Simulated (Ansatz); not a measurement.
# SnSe: how strain makes field gradients

```yaml
crystal:
  lattice:
    - [0.00000, 3.01000, 3.01000]
    - [3.01000, 0.00000, 3.01000]
    - [3.01000, 3.01000, 0.00000]
  atoms:
    - { symbol: Sn, position: [0.00000, 0.00000, 0.00000] }
    - { symbol: Se, position: [0.50000, 0.50000, 0.50000] }
```

Atom numbers follow the list: Sn1, Se2.

The cell is COD entry 9008725, as deposited and not checked against the literature; nothing was relaxed.

Computed with Ansatz 0.2.0, DFT, PBE, all-electron PAW with datasets made for the crystal, scalar-relativistic.

The runs use a Γ-centred 9×9×9 k mesh, Fermi–Dirac smearing of 0.02 eV, cutoff 240 eV (chosen by the program for this cell), no spin polarisation.

The strain is applied along the Cartesian axes of the cell as listed (the other components stay zero). Fractional coordinates are held (clamped ions).

The columns are Cartesian components of the electric field gradient at the nuclei, in 10²¹ V/m².

No spin–orbit coupling: at heavy atoms the gradients can be off by tens of per cent for that reason.

Only quantities that a quadratic follows smoothly over the whole series are listed; rougher ones are left out.

```csv
εzz,Vzz at Sn1,Vzz at Se2
-0.0300,-4.57,-0.52
-0.0100,-1.48,-0.14
0.0000,0.00,0.00
0.0100,1.44,0.10
0.0200,2.85,0.17
0.0300,4.21,0.21
```

(1) Fit the series and give the gradient–strain slopes.

(2) One run, at εzz = -0.0200, is withheld. Predict its row.

Results:

(1) Least-squares fits y = p0 + p1 x + p2 x² to the rows give Vzz at Sn1: p1 = 146, p2 = -200; Vzz at Se2: p1 = 12.1, p2 = -170. The slopes p1 are in 10²¹ V/m² per unit strain, for clamped ions.

(2) The fits give -3.01, -0.31; the run gave -3.01, -0.31.
